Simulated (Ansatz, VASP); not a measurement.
**ZrB2: VASP beside Ansatz**

```
CELL_PARAMETERS angstrom
3.13328 0.00000 0.00000
-1.56664 2.71350 0.00000
0.00000 0.00000 3.48846
ATOMIC_POSITIONS crystal
Zr 0.00000 0.00000 0.00000
B 0.33333 0.66667 0.50000
B 0.66667 0.33333 0.50000
```

Alike in both runs: functional LDA; k mesh 15 × 15 × 12; occupations fermi-dirac, width 0.15 eV; no spin polarisation.

Ansatz relaxed the structure, and its values are those at the end. VASP's run is a single point on that final structure, the one shown.

```csv
,VASP,Ansatz
version,VASP 6.6.1,Ansatz 0.2.0
potentials or method,"VASP PAW LDA potentials, release 64 (Zr_sv, B)","scalar-relativistic, plane waves, PAW"
plane-wave cutoff (eV),520,420
valence electrons in the cell,18,18
```

|  | VASP | Ansatz | Ansatz less VASP |
| --- | --- | --- | --- |
| gap on the k mesh at the Fermi level (eV) | none | none | - |
| pressure (GPa) | 0.5 | 0.0 | -0.50 |

A gap of «none» marks a metal or a gap that the smearing closes.
